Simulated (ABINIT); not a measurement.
# PbS (Galena) (Fm-3m) in ABINIT: further runs, part 2 of 2

ABINIT 10.8.3 (patched build). Earlier steps stand in the parts before.

## 3. Single point, LDA (cell relaxed)

The input, run.abi:

```
# Pseudopotentials
pp_dirpath "./"
pseudos "Pb.upf, S.upf"

# Structure
acell 3*1.0 Angstrom
rprim
     0.0000000000     2.9203956800     2.9203956800
     2.9203956800     0.0000000000     2.9203956800
     2.9203956800     2.9203956800     0.0000000000
ntypat 2
znucl 82 16
natom 2
typat 1 2
xred
     0.0000000000     0.0000000000     0.0000000000
     0.5000000000     0.5000000000     0.5000000000
chkprim 0
chksymtnons 0
tolsym 1.0e-6

# Plane-wave basis
ecut 28.0

# k points
kptopt 1
ngkpt 6 6 6
nshiftk 1
shiftk 0.0 0.0 0.0

# Exchange and correlation
ixc 7

# Bands and occupations
nband 14
occopt 3
tsmear 0.00183747

# SCF cycle
nstep 100
tolvrs 1.0e-10

# Output
iomode 3
prtwf 0
prtden 0
prteig 0
prtebands 0
enunit 2
```

Potentials or basis: PseudoDojo NC SR LDA v0.4.1 standard.

On the command line:

```
> abinit run.abi > log 2>&1
```

run.abo:

```text
.Version 10.8.3 of ABINIT
 Symmetries : space group Fm -3 m (#225); Bravais cF (face-center cubic)
================================================================================
 Values of the parameters that define the memory need of the present run
     intxc =       0    ionmov =       0      iscf =       7    lmnmax =       6
     lnmax =       6     mgfft =      40  mpssoang =       3    mqgrid =    3001
     natom =       2  nloc_mem =       1    nspden =       1   nspinor =       1
    nsppol =       1      nsym =      48    n1xccc =    2501    ntypat =       2
    occopt =       3   xclevel =       1
       mpw =        2397          nfft =       64000          nkpt =          16
================================================================================
================================================================================

--------------------------------------------------------------------------------
------------- Echo of variables that govern the present computation ------------
--------------------------------------------------------------------------------
 -outvars: echo values of preprocessed input variables --------
            acell      1.8897261259E+00  1.8897261259E+00  1.8897261259E+00 Bohr
              amu      2.07200000E+02  3.20660000E+01
          chkprim           0
      chksymtnons           0
             ecut      2.80000000E+01 Hartree
           enunit           2
              ixc           7
         kptrlatt        6    0    0      0    6    0      0    0    6
          kptrlen      4.68281297E+01
            natom           2
            nband          14
            ngfft          40      40      40
             nkpt          16
            nstep         100
             nsym          48
           ntypat           2
           occopt           3
           prtden           0
        prtebands           0
           prteig           0
            prtwf           0
            rprim      0.0000000000E+00  2.9203956800E+00  2.9203956800E+00
                       2.9203956800E+00  0.0000000000E+00  2.9203956800E+00
                       2.9203956800E+00  2.9203956800E+00  0.0000000000E+00
          spgroup         225
           tolsym      1.00000000E-06
           tolvrs      1.00000000E-10
           tsmear      1.83747000E-03 Hartree
            typat      1  2
           xangst      0.0000000000E+00  0.0000000000E+00  0.0000000000E+00
                       2.9203956800E+00  2.9203956800E+00  2.9203956800E+00
            xcart      0.0000000000E+00  0.0000000000E+00  0.0000000000E+00
                       5.5187480145E+00  5.5187480145E+00  5.5187480145E+00
             xred      0.0000000000E+00  0.0000000000E+00  0.0000000000E+00
                       5.0000000000E-01  5.0000000000E-01  5.0000000000E-01
            znucl       82.00000   16.00000

================================================================================

 chkinp: Checking input parameters for consistency.

================================================================================
== DATASET  1 ==================================================================

--- !DatasetInfo
iteration_state: {dtset: 1, }
dimensions: {natom: 2, nkpt: 16, mband: 14, nsppol: 1, nspinor: 1, nspden: 1, mpw: 2397, }
cutoff_energies: {ecut:  28.0, pawecutdg:  -1.0, }
electrons: {nelect:   2.00000000E+01, charge:   0.00000000E+00, occopt:   3.00000000E+00, tsmear:   1.83747000E-03, }
meta: {optdriver: 0, ionmov: 0, optcell: 0, iscf: 7, paral_kgb: 0, }
...

 Exchange-correlation functional for the present dataset will be:
  LDA: Perdew-Wang 92 LSD fit to Ceperley-Alder data - ixc=7
  J.P.Perdew and Y.Wang, PRB 45, 13244 (1992)

 Real(R)+Recip(G) space primitive vectors, cartesian coordinates (Bohr,Bohr^-1):
 R(1)=  0.0000000  5.5187480  5.5187480  G(1)= -0.0906003  0.0906003  0.0906003
[... 58 lines left out ...]
etotal    :  -8.13589648E+01
entropy   :   0.00000000E+00
fermie    :   1.81548305E-01
cartesian_stress_tensor: # hartree/bohr^3
- [  2.47242759E-07,   0.00000000E+00,   0.00000000E+00, ]
- [  0.00000000E+00,   2.47242759E-07,   0.00000000E+00, ]
- [  0.00000000E+00,   0.00000000E+00,   2.47242759E-07, ]
pressure_GPa:  -7.2741E-03
xred      :
- [  0.0000E+00,   0.0000E+00,   0.0000E+00, Pb]
- [  5.0000E-01,   5.0000E-01,   5.0000E-01,  S]
cartesian_forces: # hartree/bohr
- [ -0.00000000E+00,  -0.00000000E+00,  -0.00000000E+00, ]
- [ -0.00000000E+00,  -0.00000000E+00,  -0.00000000E+00, ]
force_length_stats: {min:   0.00000000E+00, max:   0.00000000E+00, mean:   0.00000000E+00, }
...

 Integrated electronic density in atomic spheres:
 ------------------------------------------------
 Atom  Sphere_radius  Integrated_density
    1        2.00000         10.09313004
    2        2.00000          3.87518806
================================================================================

 ----iterations are completed or convergence reached----

 Mean square residual over all n,k,spin=   13.395E-08; max=  11.651E-06
 reduced coordinates (array xred) for    2 atoms
       0.000000000000      0.000000000000      0.000000000000
       0.500000000000      0.500000000000      0.500000000000
 rms dE/dt=  0.0000E+00; max dE/dt=  0.0000E+00; dE/dt below (all hartree)
    1       0.000000000000      0.000000000000      0.000000000000
    2       0.000000000000      0.000000000000      0.000000000000

 cartesian coordinates (angstrom) at end:
    1      0.00000000000000     0.00000000000000     0.00000000000000
    2      2.92039568000000     2.92039568000000     2.92039568000000

 cartesian forces (hartree/bohr) at end:
    1     -0.00000000000000    -0.00000000000000    -0.00000000000000
    2     -0.00000000000000    -0.00000000000000    -0.00000000000000
 frms,max,avg= 0.0000000E+00 0.0000000E+00   0.000E+00  0.000E+00  0.000E+00 h/b

 cartesian forces (eV/Angstrom) at end:
    1     -0.00000000000000    -0.00000000000000    -0.00000000000000
    2     -0.00000000000000    -0.00000000000000    -0.00000000000000
 frms,max,avg= 0.0000000E+00 0.0000000E+00   0.000E+00  0.000E+00  0.000E+00 e/A
 length scales=  1.889726125908  1.889726125908  1.889726125908 bohr
              =  1.000000000000  1.000000000000  1.000000000000 angstroms
 Fermi (or HOMO) energy (hartree) =   0.18155   Average Vxc (hartree)=  -0.38620
 Eigenvalues (hartree) for nkpt=  16  k points:
 kpt#   1, nband= 14, wtk=  0.00463, kpt=  0.0000  0.0000  0.0000 (reduced coord)
  -0.43828   -0.43828   -0.43828   -0.43800   -0.43800   -0.33579   -0.04334    0.09185
   0.09185    0.09185    0.37044    0.37044    0.37044    0.41891
      occupation numbers for kpt#   1
   2.00000    2.00000    2.00000    2.00000    2.00000    2.00000    2.00000    2.00000
   2.00000    2.00000    0.00000    0.00000    0.00000    0.00000
 prteigrs : prtvol=0 or 1, do not print more k-points.

 Fermi (or HOMO) energy (eV) =   4.94018   Average Vxc (eV)= -10.50899
 Eigenvalues (   eV  ) for nkpt=  16  k points:
 kpt#   1, nband= 14, wtk=  0.00463, kpt=  0.0000  0.0000  0.0000 (reduced coord)
 -11.92622  -11.92622  -11.92622  -11.91846  -11.91846   -9.13727   -1.17921    2.49930
   2.49930    2.49930   10.08019   10.08019   10.08019   11.39925
 prteigrs : prtvol=0 or 1, do not print more k-points.

--- !EnergyTerms
iteration_state     : {dtset: 1, }
comment             : Components of total free energy in Hartree
kinetic             :  3.83572872883841E+01
hartree             :  1.47709116354950E+01
xc                  : -2.29210049252972E+01
Ewald energy        : -5.64785311168667E+01
psp_core            :  3.14059661682457E+00
local_psp           : -4.54938545983583E+01
non_local_psp       : -1.27342838277155E+01
internal            : -8.13588789275340E+01
'-kT*entropy'       : -8.58519291888396E-05
total_energy        : -8.13589647794632E+01
total_energy_eV     : -2.21389021518714E+03
band_energy         : -4.73842304864954E+00
...

 Cartesian components of stress tensor (hartree/bohr^3)
  sigma(1 1)=  2.47242759E-07  sigma(3 2)=  0.00000000E+00
  sigma(2 2)=  2.47242759E-07  sigma(3 1)=  0.00000000E+00
  sigma(3 3)=  2.47242759E-07  sigma(2 1)=  0.00000000E+00

-Cartesian components of stress tensor (GPa)         [Pressure= -7.2741E-03 GPa]
- sigma(1 1)=  7.27413311E-03  sigma(3 2)=  0.00000000E+00
- sigma(2 2)=  7.27413311E-03  sigma(3 1)=  0.00000000E+00
- sigma(3 3)=  7.27413311E-03  sigma(2 1)=  0.00000000E+00

== END DATASET(S) ==============================================================
================================================================================

 -outvars: echo values of variables after computation  --------
            acell      1.8897261259E+00  1.8897261259E+00  1.8897261259E+00 Bohr
           etotal     -8.1358964779E+01
            fcart     -0.0000000000E+00 -0.0000000000E+00 -0.0000000000E+00
                      -0.0000000000E+00 -0.0000000000E+00 -0.0000000000E+00
            rprim      0.0000000000E+00  2.9203956800E+00  2.9203956800E+00
                       2.9203956800E+00  0.0000000000E+00  2.9203956800E+00
                       2.9203956800E+00  2.9203956800E+00  0.0000000000E+00
           strten      2.4724275911E-07  2.4724275911E-07  2.4724275911E-07
                       0.0000000000E+00  0.0000000000E+00  0.0000000000E+00
           xangst      0.0000000000E+00  0.0000000000E+00  0.0000000000E+00
                       2.9203956800E+00  2.9203956800E+00  2.9203956800E+00
             xred      0.0000000000E+00  0.0000000000E+00  0.0000000000E+00
                       5.0000000000E-01  5.0000000000E-01  5.0000000000E-01
 Calculation completed.
```

It took 18 s on 1 thread of Arm Neoverse V1, shared host; peak memory 0.07 GiB.

What came out:

- Free energy: -2213.8902 eV
- Pressure: 0.0 GPa
- Band gap on the k mesh: 0.07 eV, direct
- Valence electrons inside the program's atomic spheres: Pb 10.09; S 3.88

Caveat: spin-orbit coupling is left out, which as a rule narrows the gap of such compounds by several tenths of an eV.

## 4. Single point, PBEsol

The input, run.abi:

```
# Pseudopotentials
pp_dirpath "./"
pseudos "Pb.upf, S.upf"

# Structure
acell 7.9258966301 7.9258966301 7.9258966301
rprim
     0.0000000000     0.7071067812     0.7071067812
     0.7071067812     0.0000000000     0.7071067812
     0.7071067812     0.7071067812     0.0000000000
ntypat 2
znucl 82 16
natom 2
typat 1 2
xred
     0.0000000000     0.0000000000     0.0000000000
     0.5000000000     0.5000000000     0.5000000000

# Plane-wave basis
ecut 24.0

# k points
kptopt 1
ngkpt 6 6 6
nshiftk 1
shiftk 0.0 0.0 0.0

# Exchange and correlation
ixc -116133

# Bands and occupations
nband 14
occopt 3
tsmear 0.00183747

# SCF cycle
nstep 100
tolvrs 1.0e-10

# Output
iomode 3
prtwf 0
prteig 0
prtebands 0
prtden 1
prtvha 1
prtvclmb 1
prtpot 1
prtelf 1
```

Potentials or basis: PseudoDojo NC SR PBEsol v0.4.1 standard.

On the command line:

```
> mpirun --bind-to none -np 4 abinit run.abi > log 2>&1
```

Run time: 5.5 s. Hardware: 4 MPI ranks of Arm Neoverse V1, shared host; peak memory 0.24 GiB.

The run converged. Its results:

| Quantity | Value |
| --- | --- |
| Free energy | -2212.9836 eV |
| Pressure | -1.3 GPa |
| Band gap on the k mesh | 0.26 eV, direct |
| Valence electrons inside the program's atomic spheres | Pb 10.04; S 3.82 |

Levels at points of the mesh, in eV from the valence-band top:
| k point | band 6 | band 7 | band 8 | band 9 | band 10 | band 11 | band 12 | band 13 | band 14 |
| --- | --- | --- | --- | --- | --- | --- | --- | --- | --- |
| (0.00, 0.00, 0.00) | -13.60 | -6.06 | -2.16 | -2.16 | -2.16 | 5.17 | 5.17 | 5.17 | 6.62 |
| (0.50, 0.00, 0.00) | -12.33 | -8.89 | -1.77 | -1.77 | 0.00 | 0.26 | 1.90 | 1.90 | 8.50 |
| (0.50, 0.50, 0.00) | -11.89 | -7.23 | -5.25 | -3.45 | -3.45 | 3.72 | 5.53 | 5.65 | 5.65 |

Caveat: the cutoff is short for stress, so the pressure is rough; spin-orbit coupling is left out, which as a rule narrows the gap of such compounds by several tenths of an eV. A k mesh can miss the band edges.

## 5. Single point, PBE, spin-orbit coupling, no magnetisation

The input, run.abi:

```
# Pseudopotentials
pp_dirpath "./"
pseudos "Pb.GGA_PBE-ansatz.xml, S.GGA_PBE-ansatz.xml"

# Structure
acell 7.9258966301 7.9258966301 7.9258966301
rprim
     0.0000000000     0.7071067812     0.7071067812
     0.7071067812     0.0000000000     0.7071067812
     0.7071067812     0.7071067812     0.0000000000
ntypat 2
znucl 82 16
natom 2
typat 1 2
xcart
     0.0000000000     0.0000000000     0.0000000000
     2.9657500000     2.9657500000     2.9657500000 Angstrom

# Plane-wave basis
ecut 13.2
pawecutdg 26.4

# k points
kptopt 4
ngkpt 6 6 6
nshiftk 1
shiftk 0.0 0.0 0.0

# Exchange and correlation
ixc 11

# Bands and occupations
nband 28
occopt 3
tsmear 0.00183747

# Spin
nspinor 2
nspden 1
pawspnorb 1

# SCF cycle
nstep 100
tolvrs 1.0e-9

# Output
iomode 3
prtwf 0
prtden 0
prteig 0
prtebands 0
enunit 2
prtvol 2
```

Potentials or basis: Ansatz PAW PBE default generated set, frozen core.

On the command line:

```
> abinit run.abi > log 2>&1
```

Run time: 49 s. Hardware: 1 thread of Arm Neoverse V1, shared host; peak memory 0.22 GiB.

The run converged. Its results:

- Free energy: -1947.5536 eV
- Band gap on the k mesh: 0.19 eV, direct
- Valence electrons inside the program's atomic spheres: Pb 11.90; S 5.23

Levels at points of the mesh, in eV from the valence-band top:
| k point | band 16 | band 17 | band 18 | band 19 | band 20 | band 21 | band 22 | band 23 | band 24 | band 25 |
| --- | --- | --- | --- | --- | --- | --- | --- | --- | --- | --- |
| (0.00, 0.00, 0.00) | -2.35 | -1.97 | -1.97 | -1.97 | -1.97 | 3.44 | 3.44 | 6.16 | 6.17 | 6.17 |
| (0.50, 0.00, 0.00) | -1.67 | -1.65 | -1.65 | 0.00 | 0.00 | 0.19 | 0.19 | 1.74 | 1.74 | 2.70 |
| (0.50, 0.50, 0.00) | -5.12 | -3.50 | -3.50 | -3.16 | -3.16 | 4.09 | 4.09 | 4.50 | 4.50 | 6.06 |

Caveat: the cutoff is too short for stress, so the log's stress isn't used. A k mesh can miss the band edges.

## 6. Single point, LDA

The input, run.abi:

```
# Pseudopotentials
pp_dirpath "./"
pseudos "Pb.upf, S.upf"

# Structure
acell 3*1.0
rprim
     0.0000000000     5.6044552541     5.6044552541
     5.6044552541     0.0000000000     5.6044552541
     5.6044552541     5.6044552541     0.0000000000
ntypat 2
znucl 82 16
natom 2
typat 1 2
xred
     0.0000000000     0.0000000000     0.0000000000
     0.5000000000     0.5000000000     0.5000000000

# Plane-wave basis
ecut 24.0

# k points
kptopt 1
ngkpt 6 6 6
nshiftk 1
shiftk 0.0 0.0 0.0

# Exchange and correlation
ixc 7

# Bands and occupations
nband 14
occopt 3
tsmear 0.00183747

# SCF cycle
nstep 100
tolvrs 1.0e-10

# Output
iomode 3
prtwf 0
prtden 0
prteig 0
prtebands 0
enunit 1
```

Potentials or basis: PseudoDojo NC SR LDA v0.4.1 standard.

On the command line:

```
> abinit run.abi > log 2>&1
```

Run time: 10 s. Hardware: 1 thread of Arm Neoverse V2, shared host; peak memory 0.06 GiB.

The run converged. Its results:

* Free energy: -2213.8630 eV
* Band gap on the k mesh: 0.24 eV, direct
* Valence electrons inside the program's atomic spheres: Pb 10.04; S 3.82

Levels at points of the mesh, in eV from the valence-band top:
| k point | band 7 | band 8 | band 9 | band 10 | band 11 | band 12 | band 13 | band 14 |
| --- | --- | --- | --- | --- | --- | --- | --- | --- |
| (0.00, 0.00, 0.00) | -6.12 | -2.12 | -2.12 | -2.12 | 5.09 | 5.09 | 5.09 | 6.67 |
| (0.50, 0.00, 0.00) | -8.94 | -1.72 | -1.72 | 0.00 | 0.24 | 1.86 | 1.86 | 8.52 |
| (0.50, 0.50, 0.00) | -7.31 | -5.22 | -3.42 | -3.42 | 3.77 | 5.50 | 5.59 | 5.59 |

Caveat: the cutoff is too short for stress, so the log's stress isn't used; spin-orbit coupling is left out, which as a rule narrows the gap of such compounds by several tenths of an eV. A k mesh can miss the band edges.

## 7. Overview

```tsv
task	level	potentials or basis	spin	cell	cutoff (eV)	cell freedom (optcell)	optimiser (ionmov)	cutoff smearing ecutsm (Ha)	force stop (Ha/bohr)	fine-grid cutoff	gap on the mesh (eV)	pressure (GPa)
relaxation of cell and atoms	LDA	PseudoDojo NC SR LDA v0.4.1 standard	off	relaxed	762	2	2	0.5	2e-05	-	0.07	0.0
single point	LDA	PseudoDojo NC SR LDA v0.4.1 standard	off	cell relaxed	762	-	-	-	-	-	0.07	0.0
single point	PBEsol	PseudoDojo NC SR PBEsol v0.4.1 standard	off	as given	653	-	-	-	-	-	0.26	-1.3
single point	PBE	Ansatz PAW PBE default generated set, frozen core	SOC, no magnetisation	as given	359	-	-	-	-	718.381 eV	0.19	-
single point	LDA	PseudoDojo NC SR LDA v0.4.1 standard	off	as given	653	-	-	-	-	-	0.24	-
```

Alike in all rows: k mesh 6 × 6 × 6; smearing fermi-dirac 0.05 eV.

Caveats: spin-orbit coupling is left out, which as a rule narrows the gap of such compounds by several tenths of an eV (some runs); the cutoff is short for stress, so the pressure is rough (some runs).

Total energies depend on the potentials used, so only differences within one code and one set of settings carry meaning.
